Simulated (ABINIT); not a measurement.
# MgB2 (P6/mmm) in ABINIT: a series of runs

The runs below take MgB2 through relaxation of cell and atoms, single point, with PBEsol, LDA.

Everything below comes from runs of ABINIT 10.8.3 (patched build). Logs are shortened: lines on timing, memory, paths and dates and some standing lists are left out, and cuts for length are marked. The log counts tension as positive stress, the text compression.

## Step 1: The crystal as given

The structure is hexagonal, space group P6/mmm (No. 191). The conventional cell has a = 3.085 Å, b = 3.085 Å, c = 3.523 Å, α = 90.00°, β = 90.00°, γ = 120.00°. Mg (site symmetry 6/mmm) is surrounded by 12 B at 2.51 Å. B (site symmetry -6m2) is surrounded by 3 B at 1.78 Å.

## Step 2: Relaxation of cell and atoms, PBEsol

The input, run.abi:

```
pp_dirpath "./"
pseudos "Mg.upf, B.upf"

acell 3*1.0 Angstrom
rprim
     3.0850000000     0.0000000000     0.0000000000
    -1.5425000000     2.6716883707     0.0000000000
     0.0000000000     0.0000000000     3.5230000000
ntypat 2
znucl 12 5
natom 3
typat 1 2 2
chkprim 0
chksymtnons 0
tolsym 1.0e-6
xred
            0.0            0.0            0.0
            2/3            1/3            1/2
            1/3            2/3            1/2

ecut 1142.878222 eV
ecutsm 0.5

kptopt 1
ngkpt 8 8 6
nshiftk 1
shiftk 0.0 0.0 0.0

ixc -116133

nband 12
occopt 3
tsmear 0.00183747

nstep 80
tolvrs 1.0e-12

iomode 3
prteig 0
prtebands 0
prtwf 0
prtden 0

ionmov 2
optcell 2
ntime 50
tolmxf 2.0e-5
dilatmx 1.08
```

Potentials or basis: PseudoDojo NC SR PBEsol v0.4.1 standard.

The run is started by

```bash
$ mpirun --bind-to none -np 4 abinit run.abi > log 2>&1
```

run.abo:

```text
.Version 10.8.3 of ABINIT
 Symmetries : space group P6/m m m (#191); Bravais hP (primitive hexag.)
================================================================================
 Values of the parameters that define the memory need of the present run
     intxc =       0    ionmov =       2      iscf =       7    lmnmax =       4
     lnmax =       4     mgfft =      45  mpssoang =       2    mqgrid =    3001
     natom =       3  nloc_mem =       1    nspden =       1   nspinor =       1
    nsppol =       1      nsym =      24    n1xccc =    2501    ntypat =       2
    occopt =       3   xclevel =       2
       mpw =        3230          nfft =       72000          nkpt =          40
================================================================================
================================================================================

--------------------------------------------------------------------------------
------------- Echo of variables that govern the present computation ------------
--------------------------------------------------------------------------------
 -outvars: echo values of preprocessed input variables --------
            acell      1.8897261259E+00  1.8897261259E+00  1.8897261259E+00 Bohr
              amu      2.43050000E+01  1.08110000E+01
          chkprim           0
      chksymtnons           0
          dilatmx      1.08000000E+00
             ecut      4.20000000E+01 Hartree
           ecutsm      5.00000000E-01 Hartree
           ionmov           2
              ixc     -116133
         kptrlatt        8    0    0      0    8    0      0    0    6
          kptrlen      3.99450308E+01
            natom           3
            nband          12
            ngfft          40      40      45
             nkpt          40
            nstep          80
             nsym          24
            ntime          50
           ntypat           2
           occopt           3
          optcell           2
           prtden           0
        prtebands           0
           prteig           0
            prtwf           0
            rprim      3.0850000000E+00  0.0000000000E+00  0.0000000000E+00
                      -1.5425000000E+00  2.6716883707E+00  0.0000000000E+00
                       0.0000000000E+00  0.0000000000E+00  3.5230000000E+00
          spgroup         191
           tolmxf      2.00000000E-05
           tolsym      1.00000000E-06
           tolvrs      1.00000000E-12
           tsmear      1.83747000E-03 Hartree
            typat      1  2  2
           xangst      0.0000000000E+00  0.0000000000E+00  0.0000000000E+00
                       1.5425000000E+00  8.9056279023E-01  1.7615000000E+00
                      -1.7916985633E-17  1.7811255805E+00  1.7615000000E+00
            xcart      0.0000000000E+00  0.0000000000E+00  0.0000000000E+00
                       2.9149025492E+00  1.6829197715E+00  3.3287525708E+00
                      -3.3858195847E-17  3.3658395429E+00  3.3287525708E+00
             xred      0.0000000000E+00  0.0000000000E+00  0.0000000000E+00
                       6.6666666667E-01  3.3333333333E-01  5.0000000000E-01
                       3.3333333333E-01  6.6666666667E-01  5.0000000000E-01
            znucl       12.00000    5.00000

================================================================================

 chkinp: Checking input parameters for consistency.

================================================================================
== DATASET  1 ==================================================================

--- !DatasetInfo
iteration_state: {dtset: 1, }
dimensions: {natom: 3, nkpt: 40, mband: 12, nsppol: 1, nspinor: 1, nspden: 1, mpw: 3230, }
cutoff_energies: {ecut:  42.0, pawecutdg:  -1.0, }
electrons: {nelect:   1.60000000E+01, charge:   0.00000000E+00, occopt:   3.00000000E+00, tsmear:   1.83747000E-03, }
meta: {optdriver: 0, ionmov: 2, optcell: 2, iscf: 7, paral_kgb: 0, }
...

 Real(R)+Recip(G) space primitive vectors, cartesian coordinates (Bohr,Bohr^-1):
 R(1)=  5.8298051  0.0000000  0.0000000  G(1)=  0.1715323  0.0990342  0.0000000
 R(2)= -2.9149025  5.0487593  0.0000000  G(2)=  0.0000000  0.1980685  0.0000000
 R(3)=  0.0000000  0.0000000  6.6575051  G(3)=  0.0000000  0.0000000  0.1502064
 Unit cell volume ucvol=  1.9595223E+02 bohr^3
 Angles (23,13,12)=  9.00000000E+01  9.00000000E+01  1.20000000E+02 degrees

 getcut: wavevector=  0.0000  0.0000  0.0000  ngfft=  40  40  45
         ecut(hartree)=     48.989   => boxcut(ratio)=   2.09762

--- Pseudopotential description ------------------------------------------------
- pspini: atom type   1  psp file is ./Mg.upf
  12.00000  10.00000  180301                  znucl, zion, pspdat
12 -116133 1 -1 1510                          pspcod,pspxc,lmax,lloc,mmax
     nproj     2     2

- pspini: atom type   2  psp file is ./B.upf
   5.00000   3.00000  180301                  znucl, zion, pspdat
12 -116133 1 -1 1534                          pspcod,pspxc,lmax,lloc,mmax
     nproj     2     2

   2.49365731E+02                                ecore*ucvol(ha*bohr**3)
--------------------------------------------------------------------------------

================================================================================

=== [ionmov= 2] Broyden-Fletcher-Goldfarb-Shanno method (forces)
================================================================================

--- Iteration: ( 1/50) Internal Cycle: (1/1)
--------------------------------------------------------------------------------

---SELF-CONSISTENT-FIELD CONVERGENCE--------------------------------------------

--- !BeginCycle
iteration_state: {dtset: 1, itime: 1, icycle: 1, }
solver: {iscf: 7, nstep: 80, nline: 4, wfoptalg: 0, }
tolerances: {tolvrs: 1.00E-12, }
...

     iter   Etot(hartree)      deltaE(h)  residm     vres2
 ETOT  1  -65.114347183355    -6.511E+01 1.392E-01 8.556E+02
 ETOT  2  -65.192052956970    -7.771E-02 7.561E-03 1.002E+01
 ETOT  3  -65.192768810780    -7.159E-04 2.167E-03 1.225E+00
 ETOT  4  -65.192839071747    -7.026E-05 8.774E-04 1.007E-01
 ETOT  5  -65.192846510110    -7.438E-06 3.911E-04 4.498E-03
 ETOT  6  -65.192846837330    -3.272E-07 4.694E-04 3.749E-05
 ETOT  7  -65.192846840059    -2.729E-09 4.731E-04 1.048E-06
 ETOT  8  -65.192846840136    -7.660E-11 3.982E-04 5.728E-09
 ETOT  9  -65.192846840139    -3.382E-12 3.454E-04 5.943E-11
 ETOT 10  -65.192846840140    -5.400E-13 2.624E-04 2.609E-14

 At SCF step   10       vres2   =  2.61E-14 < tolvrs=  1.00E-12 =>converged.

 Cartesian components of stress tensor (hartree/bohr^3)
  sigma(1 1)=  7.78418457E-05  sigma(3 2)=  0.00000000E+00
  sigma(2 2)=  7.78418455E-05  sigma(3 1)=  0.00000000E+00
  sigma(3 3)=  1.10869483E-04  sigma(2 1)=  0.00000000E+00
[... 562 lines left out ...]
 -8.39663320235675E-30 -4.19831660111943E-30  0.00000000000000E+00
  6.66666666666667E-01  3.33333333333333E-01  5.00000000000000E-01
  3.33333333333333E-01  6.66666666666667E-01  5.00000000000000E-01
 Cartesian forces (fcart) [Ha/bohr]; max,rms= 2.67670E-29 1.26181E-29 (free atoms)
 -1.54539530581623E-29  2.67670318742709E-29 -0.00000000000000E+00
  7.72697652908113E-30 -1.33835159371355E-29 -0.00000000000000E+00
  7.72697652908113E-30 -1.33835159371355E-29 -0.00000000000000E+00
 Gradient of E wrt nuclear positions in reduced coordinates (gred)
  8.97548407718129E-29 -1.79509681543626E-28 -0.00000000000000E+00
 -4.48774203859065E-29  8.97548407718129E-29 -0.00000000000000E+00
 -4.48774203859065E-29  8.97548407718129E-29 -0.00000000000000E+00
 Scale of Primitive Cell (acell) [bohr]
  5.80788879285533E+00  5.80788879289610E+00  6.57696846770151E+00
 Real space primitive translations (rprimd) [bohr]
  5.80788879285533E+00  0.00000000000000E+00  0.00000000000000E+00
 -2.90394439642767E+00  5.02977923701473E+00  0.00000000000000E+00
  0.00000000000000E+00  0.00000000000000E+00  6.57696846770151E+00
 Unitary Cell Volume (ucvol) [Bohr^3]=  1.92129023545207E+02
 Angles (23,13,12)= [degrees]
  9.00000000000000E+01  9.00000000000000E+01  1.19999999999768E+02
 Lengths [Bohr]
  5.80788879285533E+00  5.80788879289610E+00  6.57696846770151E+00
 Stress tensor in cartesian coordinates (strten) [Ha/bohr^3]
 -7.53988280586745E-08  0.00000000000000E+00  0.00000000000000E+00
  0.00000000000000E+00 -7.53989545234854E-08  0.00000000000000E+00
  0.00000000000000E+00  0.00000000000000E+00 -4.44321965834688E-08
 Total energy (etotal) [Ha]= -6.51930385126957E+01

 Difference of energy with previous step (new-old):
           Absolute (Ha)=-1.79836E-08
           Relative     =-2.75851E-10

 At Broyd/MD step   6, gradients are converged :
  max grad (force/stress) = 7.5399E-06 < tolmxf= 2.0000E-05 ha/bohr (free atoms)

================================================================================

 ----iterations are completed or convergence reached----

 Mean square residual over all n,k,spin=   12.939E-14; max=  59.512E-12
 reduced coordinates (array xred) for    3 atoms
      -0.000000000000     -0.000000000000      0.000000000000
       0.666666666667      0.333333333333      0.500000000000
       0.333333333333      0.666666666667      0.500000000000
 rms dE/dt=  1.4191E-28; max dE/dt=  2.6926E-28; dE/dt below (all hartree)
    1       0.000000000000      0.000000000000      0.000000000000
    2      -0.000000000000      0.000000000000      0.000000000000
    3      -0.000000000000      0.000000000000      0.000000000000

 cartesian coordinates (angstrom) at end:
    1     -0.00000000000000    -0.00000000000000     0.00000000000000
    2      1.53670119527647     0.88721484876519     1.74019091378706
    3     -0.00000000000000     1.77442969753039     1.74019091378706

 cartesian forces (hartree/bohr) at end:
    1     -0.00000000000000     0.00000000000000    -0.00000000000000
    2      0.00000000000000    -0.00000000000000    -0.00000000000000
    3      0.00000000000000    -0.00000000000000    -0.00000000000000
 frms,max,avg= 1.2618100E-29 2.6767032E-29   0.000E+00  0.000E+00  0.000E+00 h/b

 cartesian forces (eV/Angstrom) at end:
    1     -0.00000000000000     0.00000000000000    -0.00000000000000
    2      0.00000000000000    -0.00000000000000    -0.00000000000000
    3      0.00000000000000    -0.00000000000000    -0.00000000000000
 frms,max,avg= 6.4884878E-28 1.3764161E-27   0.000E+00  0.000E+00  0.000E+00 e/A
 length scales=  5.807888792855  5.807888792896  6.576968467702 bohr
              =  3.073402390553  3.073402390575  3.480381827574 angstroms
 Fermi (or HOMO) energy (hartree) =   0.26190   Average Vxc (hartree)=  -0.41510
 Eigenvalues (hartree) for nkpt=  40  k points:
 kpt#   1, nband= 12, wtk=  0.00260, kpt=  0.0000  0.0000  0.0000 (reduced coord)
  -2.48611   -1.27229   -1.27229   -1.27192   -0.19828    0.15572    0.27498    0.27498
   0.32906    0.49290    0.49290    0.56267
      occupation numbers for kpt#   1
   2.00000    2.00000    2.00000    2.00000    2.00000    2.00000    0.00162    0.00162
   0.00000    0.00000    0.00000    0.00000
 prteigrs : prtvol=0 or 1, do not print more k-points.

--- !EnergyTerms
iteration_state     : {dtset: 1, itime: 6, icycle: 1, }
comment             : Components of total free energy in Hartree
kinetic             :  3.80427334816403E+01
hartree             :  2.02073797429406E+01
xc                  : -1.02839925195642E+01
Ewald energy        : -3.71728640042033E+01
psp_core            :  1.29790765711493E+00
local_psp           : -5.92307268223624E+01
non_local_psp       : -1.80531378056849E+01
internal            : -6.51927002701190E+01
'-kT*entropy'       : -3.38242576677657E-04
total_energy        : -6.51930385126957E+01
total_energy_eV     : -1.77399295151808E+03
band_energy         : -1.19683154756540E+01
...

 Cartesian components of stress tensor (hartree/bohr^3)
  sigma(1 1)= -7.53988281E-08  sigma(3 2)=  0.00000000E+00
  sigma(2 2)= -7.53989545E-08  sigma(3 1)=  0.00000000E+00
  sigma(3 3)= -4.44321966E-08  sigma(2 1)=  0.00000000E+00

-Cartesian components of stress tensor (GPa)         [Pressure=  1.9146E-03 GPa]
- sigma(1 1)= -2.21831011E-03  sigma(3 2)=  0.00000000E+00
- sigma(2 2)= -2.21831383E-03  sigma(3 1)=  0.00000000E+00
- sigma(3 3)= -1.30724036E-03  sigma(2 1)=  0.00000000E+00

== END DATASET(S) ==============================================================
================================================================================

 -outvars: echo values of variables after computation  --------
            acell      5.8078887929E+00  5.8078887929E+00  6.5769684677E+00 Bohr
           etotal     -6.5193038513E+01
            fcart     -1.5453953058E-29  2.6767031874E-29 -0.0000000000E+00
                       7.7269765291E-30 -1.3383515937E-29 -0.0000000000E+00
                       7.7269765291E-30 -1.3383515937E-29 -0.0000000000E+00
            rprim      1.0000000000E+00  0.0000000000E+00  0.0000000000E+00
                      -5.0000000000E-01  8.6602540379E-01  0.0000000000E+00
                       0.0000000000E+00  0.0000000000E+00  1.0000000000E+00
           strten     -7.5398828059E-08 -7.5398954523E-08 -4.4432196583E-08
                       0.0000000000E+00  0.0000000000E+00  0.0000000000E+00
           xangst     -1.9354674418E-29 -1.1174426485E-29  0.0000000000E+00
                       1.5367011953E+00  8.8721484877E-01  1.7401909138E+00
                      -5.6869368299E-17  1.7744296975E+00  1.7401909138E+00
             xred     -8.3966332024E-30 -4.1983166011E-30  0.0000000000E+00
                       6.6666666667E-01  3.3333333333E-01  5.0000000000E-01
                       3.3333333333E-01  6.6666666667E-01  5.0000000000E-01
 Calculation completed.
```

It took 52 s on 4 MPI ranks of Intel Xeon Platinum 8488C (Sapphire Rapids), shared host; peak memory 0.36 GiB.

What came out:

```yaml
Free_energy: -1773.9930 eV
Relaxed_volume: 9.49 Å³/atom
Relaxed_cell: a = 3.073 Å, b = 3.073 Å, c = 3.480 Å, α = 90.00°, β = 90.00°, γ = 120.00°
Space_group_after_relaxing_to_0.05_Å: P6/mmm (No. 191)
Energy_gained_by_relaxing: 1.7 meV/atom
Ionic_steps: 6
Pressure_after_relaxing: 0.0 GPa
Band_gap_on_the_k_mesh: none (metal or under the smearing width)
```

Step by step:
```
step  energy change (eV)  largest force (eV/Å)  pressure (GPa)  volume (Å³)
   1              0.0000                0.0000           -2.61        29.04
   2             -0.0031                0.0000           -1.47        28.81
   3             -0.0049                0.0000            0.13        28.48
   4             -0.0051                0.0000            0.16        28.47
   5             -0.0052                0.0000            0.02        28.47
   6             -0.0052                0.0000            0.00        28.47
```

Final structure:
```xyz
3
Lattice="3.0734 0.0000 0.0000 -1.5367 2.6616 0.0000 0.0000 0.0000 3.4804" Properties=species:S:1:pos:R:3 pbc="T T T"
Mg    0.0000    0.0000    0.0000
B     1.5367    0.8872    1.7402
B     0.0000    1.7744    1.7402
```

[end of part 1 of 2]
